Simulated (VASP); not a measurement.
## Input and output of a VASP PBE single-point calculation on SiC (strained zincblende)

INCAR

```
LREAL = .FALSE.
LCHARG = .FALSE.
ISIF = 2
NSW = 0
PREC = Accurate
GGA = PE
EDIFF = 1E-7
LWAVE = .FALSE.
ENCUT = 520
SIGMA = 0.02
NELM = 120
LASPH = .TRUE.
ISMEAR = -1
IBRION = -1
NBANDS = 11
```

KPOINTS

```
KPOINTS created by Atomic Simulation Environment
0
Gamma
10 10 10
0 0 0
```

KPOINTS_OPT

```
special points
6
Reciprocal
0.0000000000 0.0000000000 0.0000000000 1
-0.5000000000 -0.5000000000 0.0000000000 1
-0.3750000000 -0.3750000000 0.2500000000 1
-0.3750000000 0.0000000000 0.3750000000 1
0.0000000000 0.0000000000 0.5000000000 1
-0.5000000000 -0.2500000000 0.2500000000 1
```

POSCAR

```
Si C
 1.0000000000000000
    -0.0544513087000000    2.1236010390000000    2.1236010390000000
     2.1236010390000000   -0.0544513087000000    2.1236010390000000
     2.1236010390000000    2.1236010390000000   -0.0544513087000000
 Si  C
   1   1
Cartesian
 -0.0062170117911017 -0.0062170117911017 -0.0062170117911017
  1.0544047041161020  1.0544047041161020  1.0544047041161020
```

VASP ran with the recommended PBE PAW datasets (8 valence electrons in the cell).

Command

```
mpirun -np 1 vasp_std
```

OSZICAR

```
N       E                     dE             d eps       ncg     rms          rms(c)
DAV:   1     0.344060651928E+01    0.34406E+01   -0.40074E+03  2656   0.612E+02
DAV:   2    -0.163836154422E+02   -0.19824E+02   -0.19119E+02  3226   0.112E+02
DAV:   3    -0.169585762622E+02   -0.57496E+00   -0.57388E+00  3136   0.157E+01
DAV:   4    -0.169606161500E+02   -0.20399E-02   -0.20398E-02  2901   0.120E+00
DAV:   5    -0.169606249032E+02   -0.87532E-05   -0.87527E-05  3125   0.722E-02    0.924E+00
DAV:   6    -0.150578803696E+02    0.19027E+01   -0.65735E+00  2891   0.117E+01    0.413E+00
DAV:   7    -0.149947531554E+02    0.63127E-01   -0.43876E-01  3093   0.376E+00    0.186E+00
DAV:   8    -0.149865918213E+02    0.81613E-02   -0.21517E-02  2900   0.976E-01    0.173E-01
DAV:   9    -0.149866986171E+02   -0.10680E-03   -0.16250E-03  3171   0.237E-01    0.114E-01
DAV:  10    -0.149867985253E+02   -0.99908E-04   -0.21863E-04  2825   0.924E-02    0.284E-02
DAV:  11    -0.149868025134E+02   -0.39881E-05   -0.33626E-05  3047   0.322E-02    0.776E-03
DAV:  12    -0.149868026492E+02   -0.13585E-06   -0.16567E-06  2954   0.799E-03    0.143E-03
DAV:  13    -0.149868027197E+02   -0.70462E-07   -0.15271E-07  2894   0.267E-03
   1 F= -.14986803E+02 E0= -.14986803E+02  d E =-.554513E-13
       N       E                     dE             ncg
DAV:   1     0.896475923371E+03   -0.16925E+04      148
DAV:   2     0.794750886049E+03   -0.10173E+03      179
DAV:   3     0.792652173299E+03   -0.20987E+01      168
DAV:   4     0.792645767753E+03   -0.64055E-02      153
DAV:   5     0.792645740640E+03   -0.27113E-04      165
DAV:   6     0.792645740477E+03   -0.16228E-06      158
DAV:   7     0.792645740477E+03   -0.71327E-09      154
```

From OUTCAR

```
k-points           NKPTS =    116   k-points in BZ     NKDIM =    116   number of bands    NBANDS=     11

   NELECT =       8.0000    total number of electrons

   dimension x,y,z NGX =    24 NGY =   24 NGZ =   24
   dimension x,y,z NGXF=    48 NGYF=   48 NGZF=   48

  energy-cutoff  :      520.00
  volume of cell :       19.89
      direct lattice vectors                 reciprocal lattice vectors
    -0.054451309  2.123601039  2.123601039    -0.226581558  0.232544230  0.232544230
     2.123601039 -0.054451309  2.123601039     0.232544230 -0.226581558  0.232544230
     2.123601039  2.123601039 -0.054451309     0.232544230  0.232544230 -0.226581558

 k-points in reciprocal lattice and weights: KPOINTS created by Atomic Simulation Env
   0.00000000  0.00000000  0.00000000       0.001
   0.10000000 -0.00000000 -0.00000000       0.006
   0.20000000 -0.00000000 -0.00000000       0.006
   0.30000000  0.00000000  0.00000000       0.006
   0.40000000 -0.00000000 -0.00000000       0.006
   0.50000000  0.00000000 -0.00000000       0.003
   0.10000000  0.10000000 -0.00000000       0.006
   0.20000000  0.10000000 -0.00000000       0.012
   ...

 E-fermi :   9.2981

 k-point     1 :       0.0000    0.0000    0.0000
  band No.  band energies     occupation
      1      -7.1606      2.00000
      2       8.4302      2.00000
      3       8.4302      2.00000
      4       8.8237      2.00000
      5      14.9668      0.00000
      6      15.8727      0.00000
      7      15.8727      0.00000
      8      17.0189      0.00000
      9      23.3039      0.00000
     10      23.3039      0.00000
     11      25.6432      0.00000

 k-point     2 :       0.1000   -0.0000   -0.0000
  band No.  band energies     occupation
      1      -6.9628      2.00000
      2       7.4291      2.00000
      3       8.3114      2.00000
      4       8.6512      2.00000
      5      15.3087      0.00000
      6      16.1276      0.00000
      7      16.1871      0.00000
      8      17.1798      0.00000
      9      22.2627      0.00000
     10      22.4738      0.00000
     11      25.2528      0.00000

 k-point     3 :       0.2000   -0.0000   -0.0000
  band No.  band energies     occupation
      1      -6.3778      2.00000
      2       5.2670      2.00000
      3       8.0386      2.00000
      4       8.3288      2.00000
      5      15.1691      0.00000
      6      16.5378      0.00000
      7      16.9459      0.00000
      8      17.8253      0.00000
      9      21.4422      0.00000
     10      21.9994      0.00000
     11      24.3782      0.00000

 k-point     4 :       0.3000    0.0000    0.0000
  band No.  band energies     occupation
      1      -5.4410      2.00000
      2       2.9113      2.00000
      3       7.7585      2.00000
      4       7.9997      2.00000
      5      14.8310      0.00000
      6      16.4396      0.00000
      7      16.8374      0.00000
      8      18.6356      0.00000
      9      22.1361      0.00000
     10      22.9548      0.00000
     11      24.2215      0.00000

 k-point     5 :       0.4000   -0.0000   -0.0000
  band No.  band energies     occupation
      1      -4.2790      2.00000
      2       0.8207      2.00000
      3       7.5658      2.00000
      4       7.7703      2.00000
      5      14.5885      0.00000
      6      16.0542      0.00000
      7      16.4491      0.00000
      8      18.9075      0.00000
      9      24.0169      0.00000
     10      24.4600      0.00000
     11      25.3526      0.00000

 k-point     6 :       0.5000    0.0000   -0.0000
  band No.  band energies     occupation
      1      -3.5340      2.00000
      2      -0.2443      2.00000
      3       7.4988      2.00000
      4       7.6895      2.00000
      5      14.5050      0.00000
      6      15.8785      0.00000
      7      16.2808      0.00000
      8      18.9154      0.00000
      9      25.1009      0.00000
     10      25.6095      0.00000
     11      26.8226      0.00000

 k-point     7 :       0.1000    0.1000   -0.0000
  band No.  band energies     occupation
      1      -6.8916      2.00000
      2       7.7567      2.00000
      3       7.9223      2.00000
      4       8.2940      2.00000
      5      15.1498      0.00000
      6      15.8875      0.00000
      7      16.6393      0.00000
      8      17.4321      0.00000
      9      20.8733      0.00000
     10      23.6032      0.00000
     11      26.4844      0.00000

 k-point     8 :       0.2000    0.1000   -0.0000
  band No.  band energies     occupation
      1      -6.4303      2.00000
      2       6.0082      2.00000
      3       7.7282      2.00000
      4       7.9949      2.00000
      5      14.9769      0.00000
      6      16.1290      0.00000
      7      17.2648      0.00000
      8      17.9129      0.00000
      9      20.1914      0.00000
     10      23.3922      0.00000
     11      25.8814      0.00000

 k-point     9 :       0.3000    0.1000   -0.0000
  band No.  band energies     occupation
      1      -5.6033      2.00000
      2       3.7390      2.00000
      3       7.4061      2.00000
      4       7.6635      2.00000
      5      14.8095      0.00000
      6      16.3386      0.00000
      7      17.4409      0.00000
      8      17.9324      0.00000
      9      21.0962      0.00000
     10      23.9256      0.00000
     11      25.3566      0.00000

 k-point    10 :       0.4000    0.1000   -0.0000
  band No.  band energies     occupation
      1      -4.4932      2.00000
      2       1.5651      2.00000
      3       7.1254      2.00000
      4       7.3517      2.00000
      5      14.5823      0.00000
      6      16.0206      0.00000
      7      17.2540      0.00000
      8      18.7211      0.00000
      9      22.1960      0.00000
     10      25.1939      0.00000
     11      26.1008      0.00000

 k-point    11 :       0.5000    0.1000    0.0000
  band No.  band energies     occupation
      1      -3.4811      2.00000
      2       0.0480      2.00000
      3       6.7798      2.00000
      4       7.3665      2.00000
      5      14.5628      0.00000
      6      15.7880      0.00000
      7      16.8480      0.00000
      8      19.5043      0.00000
      9      23.5540      0.00000
     10      25.8609      0.00000
     11      26.8151      0.00000

 k-point    12 :      -0.4000    0.1000    0.0000
  band No.  band energies     occupation
      1      -3.7744      2.00000
      2       0.4555      2.00000
      3       6.5649      2.00000
      4       7.5981      2.00000
      5      14.8107      0.00000
      6      15.8241      0.00000
      7      16.7226      0.00000
      8      19.5952      0.00000
      9      23.9664      0.00000
     10      24.7531      0.00000
     11      26.3535      0.00000

 k-point    13 :      -0.3000    0.1000    0.0000
  band No.  band energies     occupation
      1      -4.9157      2.00000
      2       2.3138      2.00000
      3       6.5682      2.00000
      4       7.9632      2.00000
      5      15.1906      0.00000
      6      16.1890      0.00000
      7      16.8949      0.00000
      8      18.9981      0.00000
      9      22.0146      0.00000
     10      23.9219      0.00000
     11      25.7492      0.00000

 k-point    14 :      -0.2000    0.1000   -0.0000
  band No.  band energies     occupation
      1      -5.9408      2.00000
      2       4.5396      2.00000
      3       6.8338      2.00000
      4       8.3544      2.00000
      5      15.5606      0.00000
      6      16.4762      0.00000
      7      17.1900      0.00000
      8      17.9881      0.00000
      9      20.7741      0.00000
     10      22.8294      0.00000
     11      25.7157      0.00000

 k-point    15 :      -0.1000    0.1000    0.0000
  band No.  band energies     occupation
      1      -6.6407      2.00000
      2       6.4941      2.00000
      3       7.4811      2.00000
      4       8.6156      2.00000
      5      15.7090      0.00000
      6      16.0177      0.00000
      7      17.1395      0.00000
      8      17.2671      0.00000
      9      21.0500      0.00000
     10      22.3463      0.00000
     11      26.3419      0.00000

 k-point    16 :       0.2000    0.2000   -0.0000
  band No.  band energies     occupation
      1      -6.0954      2.00000
      2       6.1707      2.00000
      3       6.8892      2.00000
      4       7.2892      2.00000
      5      13.6761      0.00000
      6      15.8928      0.00000
      7      18.3928      0.00000
      8      18.6026      0.00000
      9      19.8787      0.00000
     10      24.5019      0.00000
     11      28.1963      0.00000

 ...

  Total        1.6054628      1.6054628      1.6054628      0.8277872      0.8277872      0.8277872
  in kB      129.3228181    129.3228181    129.3228181     66.6796993     66.6796993     66.6796993
  external PRESSURE =     129.3228181 kB  Pullay stress =       0.0000000 kB

 POSITION                                       TOTAL-FORCE (eV/Angst)
 -----------------------------------------------------------------------------------
      4.18653      4.18653      4.18653        -0.024568     -0.024568     -0.024568
      1.05440      1.05440      1.05440         0.024568      0.024568      0.024568
 -----------------------------------------------------------------------------------
    total drift:                                0.000065      0.000065      0.000065

  FREE ENERGIE OF THE ION-ELECTRON SYSTEM (eV)
  ---------------------------------------------------
  free  energy   TOTEN  =       -14.9868027197 eV

  energy  without entropy=      -14.9868027197  energy(sigma->0) =      -14.98680272
```

* gap between bands v and c: 1.02 eV
* least direct gap: 4.29 eV
* pressure: 12.9 GPa
* largest force: 0.04 eV/Å

Band v is the last that the valence electrons fill when counted band by band, and c is the next.

The run took about 7.1 s on one core of a shared host (Intel Xeon 6975P-C) and held 0.15 GiB at most.
